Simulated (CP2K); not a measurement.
# Ta2N in CP2K: convergence with cutoff ry

Input of the first run (cutoff ry 90 Ry); the others differ in this setting and in those tied to it:

File ta2n_converge.inp:

```
&GLOBAL
  PROJECT ta2n_converge
  RUN_TYPE ENERGY_FORCE
  PRINT_LEVEL LOW
&END GLOBAL
&FORCE_EVAL
  METHOD QS
  STRESS_TENSOR ANALYTICAL
  &DFT
    BASIS_SET_FILE_NAME BASIS_MOLOPT_UZH
    POTENTIAL_FILE_NAME GTH_POTENTIALS
    &MGRID
      CUTOFF 90
      REL_CUTOFF 60
      NGRIDS 5
    &END MGRID
    &QS
      METHOD GPW
      EPS_DEFAULT 1.0E-9
    &END QS
    &KPOINTS
      SCHEME MONKHORST-PACK 8 8 4
      GAMMA_CENTERED T
      SYMMETRY T
      SYMMETRY_BACKEND SPGLIB
    &END KPOINTS
    &SCF
      SCF_GUESS ATOMIC
      EPS_SCF 1.0E-6
      MAX_SCF 100
      ADDED_MOS 18
      CHOLESKY OFF
      EPS_EIGVAL 1.0E-7
      &DIAGONALIZATION ON
        ALGORITHM STANDARD
      &END DIAGONALIZATION
      &MIXING ON
        METHOD BROYDEN_MIXING
        ALPHA 0.4
        BETA 1.5
        NBUFFER 8
      &END MIXING
      &SMEAR ON
        METHOD FERMI_DIRAC
        ELECTRONIC_TEMPERATURE [K] 580.226
      &END SMEAR
    &END SCF
    &XC
      &XC_FUNCTIONAL
        &LDA_X
        &END LDA_X
        &LDA_C_PW
        &END LDA_C_PW
      &END XC_FUNCTIONAL
    &END XC
    &PRINT
      &KPOINTS ON
      &END KPOINTS
      &MULLIKEN ON
      &END MULLIKEN
      &MO ON
        ENERGIES T
        OCCUPATION_NUMBERS T
        &EACH
          QS_SCF 0
        &END EACH
        ADD_LAST NUMERIC
      &END MO
    &END PRINT
  &END DFT
  &SUBSYS
    &CELL
      A 3.1128615060 0.0000000000 0.0000000000
      B -1.5564307530 2.6958171426 0.0000000000
      C 0.0000000000 0.0000000000 4.8698410000
      PERIODIC XYZ
    &END CELL
    &COORD
      SCALED
      Ta  0.3313590000 0.6628670000 0.2558010000
      Ta  0.6615270000 0.3296590000 0.7409140000
      N   -0.0045730000 0.0006400000 0.0001060000
    &END COORD
    &KIND Ta
      BASIS_SET DZVP-MOLOPT-PBE-GTH-q13
      POTENTIAL GTH-PADE-q13
    &END KIND
    &KIND N
      BASIS_SET DZVP-MOLOPT-PBE-GTH-q5
      POTENTIAL GTH-PADE-q5
    &END KIND
    &PRINT
      &ATOMIC_COORDINATES ON
      &END ATOMIC_COORDINATES
      &CELL ON
      &END CELL
    &END PRINT
  &END SUBSYS
  &PRINT
    &FORCES ON
    &END FORCES
    &STRESS_TENSOR ON
    &END STRESS_TENSOR
  &END PRINT
&END FORCE_EVAL
```

Potentials or basis: GTH_POTENTIALS Ta GTH-PADE-q13, N GTH-PADE-q5; DZVP-MOLOPT-PBE-GTH basis.

Command:

```console
$ OMP_NUM_THREADS=1 cp2k.psmp -i ta2n_converge.inp -o ta2n_converge.out
```

The cell isn't the ideal one: atoms moved at random, drawn with an rms of 0.02 Å.

The cell comes from a database or a generator and needn't be the stable form of this composition.

Hardware: 1 thread of Arm Neoverse V1 (shared host).

Q: The values tried are 90 Ry, 140 Ry, 190 Ry, 250 Ry, 320 Ry, 380 Ry, 450 Ry, 560 Ry, 720 Ry, loosest first. From which on does the pressure stay within 0.1 GPa of the tightest run that finished?

A: From 140 Ry on.

```tsv
cutoff ry	energy less the tightest run, at zero smearing (meV/atom)	pressure (GPa)	SCF cycles	CPU time (s)	peak memory (GiB)
90 Ry	104.87	-52.47	13	72	0.28
140 Ry	-0.03	-46.92	14	76	0.29
190 Ry	-0.73	-46.84	14	75	0.29
250 Ry	-0.31	-46.84	14	75	0.3
320 Ry	-0.11	-46.85	14	82	0.32
380 Ry	-0.05	-46.85	14	80	0.33
450 Ry	-0.04	-46.85	14	82	0.34
560 Ry	-0.01	-46.85	14	81	0.36
720 Ry	0.00	-46.85	14	76	0.41
```

Against the tightest run, the energy stays within 1 meV/atom from 140 Ry on. The tightest run that finished is the yardstick and may itself not be fully converged.

Caveat, for the tightest run too: the basis of atomic orbitals isn't converged, which shifts pressures, moduli and gaps. The run has no spin-orbit coupling, so splittings on Ta are missing.
